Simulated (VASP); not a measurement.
Y:

```
CELL_PARAMETERS angstrom
3.64740 0.00000 0.00000
-1.82370 3.15874 0.00000
0.00000 0.00000 5.73060
ATOMIC_POSITIONS crystal
Y 0.66667 0.33333 0.75000
Y 0.33333 0.66667 0.25000
```

Base run:

- Program: VASP 6.6.1
- Functional: PBE
- Potentials or basis: VASP PAW PBE potentials, release 64 (Y_sv)
- Cutoff: 520 eV
- k mesh: 8 × 8 × 5
- Occupations: fermi-dirac, width 0.05 eV
- Spin: no spin polarisation

Its results: pressure -0.2 GPa.

**Question.** The run is repeated on the same cell with these changes: functional from PBE to revPBE. What comes out?

**Answer.** Pressure 0.9 GPa.

revPBE binds less tightly than PBE, so the same cell stands under more pressure.

Caveats: the PAW data sets were made with another functional, which shifts forces and pressure a little (some runs).
